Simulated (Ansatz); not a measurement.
# A series in volume scale on CuCl

Results calculated with Ansatz 0.2.0, not measured. Periodic Kohn-Sham DFT of a crystal at fixed atoms, scaled to volume_scale times the given cell; pressure positive in compression, energy less spherical unpolarised free atoms, largest_vzz the field gradient of largest size among the nuclei.

The cell before it is scaled or strained (space group F-43m, No. 216):
```
cell vectors (Å)
   0.0000     2.7101     2.7101
   2.7101     0.0000     2.7101
   2.7101     2.7101     0.0000
atoms (fractions of the cell vectors)
Cu  0.00000  0.00000  0.00000
Cl  0.75000  0.75000  0.75000
```

Settings of every row: method all-electron LAPW; functional PBE; relativity scalar; k mesh 11x11x11; filling fermi-dirac; smearing width 0.03 eV; basis error target 0.25 meV/atom; nucleus gaussian.

Atom start moment: 0 on all atoms.

| row | volume scale | V (Å³/atom) | pressure (GPa) | energy less free atoms (eV/atom) |
| --- | --- | --- | --- | --- |
| 1 | 0.94 | 18.71 | 3.712 | -3.1483 |
| 2 | 0.9405 | 18.72 | 3.677 | -3.1486 |
| 3 | 0.96 | 19.109 | 2.373 | -3.1558 |
| 4 | 0.97 | 19.308 | 1.762 | -3.1584 |
| 5 | 0.98 | 19.507 | 1.188 | -3.1602 |
| 6 | 1 | 19.905 | 0.139 | -3.1619 |
| 7 | 1.01 | 20.104 | ? | ? |
| 8 | 1.02 | 20.303 | -0.789 | -3.161 |
| 9 | 1.03 | 20.502 | -1.212 | -3.1598 |
| 10 | 1.04 | 20.701 | -1.61 | -3.158 |
| 11 | 1.06 | 21.099 | -2.337 | -3.1531 |

Question: what pressure and energy less free atoms should row 7 give?

Worked fit of pressure. Take u = (V_r/V)^(2/3) − 1 with V_r = 19.706 Å³ an atom, which is twice the finite (Eulerian) strain; such expansions in the strain, on which the Birch-Murnaghan equation of state is built, carry the rest volume and the bulk modulus. The shown rows have u = 0.03518, 0.03481, 0.02072, 0.0137, 0.00679, -0.00668, -0.0197, -0.02605, -0.03231, -0.04451. Least squares give pressure = 0.6478 + 77.83 × u + 254.28 × u² + 273 × u³ GPa; a parabola predicts inner rows, each left out in turn, worse (root mean square 0.0045 against 0.00067 GPa). The rows lie off it by 0.000, 0.000, 0.001, 0.000, 0.000, 0.000, 0.000, 0.000, 0.001, 0.000. The pressure vanishes at u = -0.0086, or V = 19.96 Å³ an atom, and there the bulk modulus at fixed shape and fractions is B = −V dP/dV = (2/3)(1 + u) dP/du = 48.6 GPa. The withheld row has u = -0.01324, so the fit gives 0.6478 + 77.83 × (-0.01324) + 254.28 × (-0.01324)² + 273 × (-0.01324)³ = -0.339 GPa.

The calculation gave -0.339 GPa. The fit meets it to the printed digit.

Worked fit of energy less free atoms. Take u = (V_r/V)^(2/3) − 1 with V_r = 19.706 Å³ an atom, which is twice the finite (Eulerian) strain; such expansions in the strain, on which the Birch-Murnaghan equation of state is built, carry the rest volume and the bulk modulus. The shown rows have u = 0.03518, 0.03481, 0.02072, 0.0137, 0.00679, -0.00668, -0.0197, -0.02605, -0.03231, -0.04451. Least squares give energy less free atoms = −3.16134 + 0.1236 × u + 6.976 × u² eV/atom; a straight line predicts inner rows, each left out in turn, worse (root mean square 0.004 against 5.6e-05 eV/atom). The rows lie off it by 0.0001, 0.0000, 0.0000, -0.0001, 0.0000, 0.0000, 0.0001, 0.0000, 0.0001, -0.0001. Its lowest point lies at u = -0.0089, or V = 19.97 Å³ an atom, and the curvature there gives the bulk modulus at fixed shape and fractions, B = (4/9)(1 + u)² E″(u)/V = 48.9 GPa. The withheld row has u = -0.01324, so the fit gives −3.16134 + 0.1236 × (-0.01324) + 6.976 × (-0.01324)² = -3.1618 eV/atom.

The calculation gave -3.1617 eV/atom. The fit lies 0.0001 eV/atom (0.74 % of the column's range) below it, one unit of the last digit.
